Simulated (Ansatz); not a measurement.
BeTe (space group F-43m) relaxed with several functionals in Ansatz (plane waves to 420 eV, scalar-relativistic PAW, no spin-orbit coupling, symmetry kept). The database cell has 21.25 Å³/atom; its temperature or method isn't stated, so the comparison with it is no error of the functional. No moments.

```tsv
functional	conventional cell	V (Å³/atom)	against the database cell (%)	gap on mesh (eV)	largest moment (μB)
PBE	a = 5.664 Å, b = 5.664 Å, c = 5.664 Å, α = 90.00°, β = 90.00°, γ = 90.00°	22.71	6.9	2.03	0.00
LDA	a = 5.555 Å, b = 5.555 Å, c = 5.555 Å, α = 90.00°, β = 90.00°, γ = 90.00°	21.43	0.8	1.79	0.00
PBE+D3(BJ)	a = 5.581 Å, b = 5.581 Å, c = 5.581 Å, α = 90.00°, β = 90.00°, γ = 90.00°	21.73	2.2	1.92	0.00
```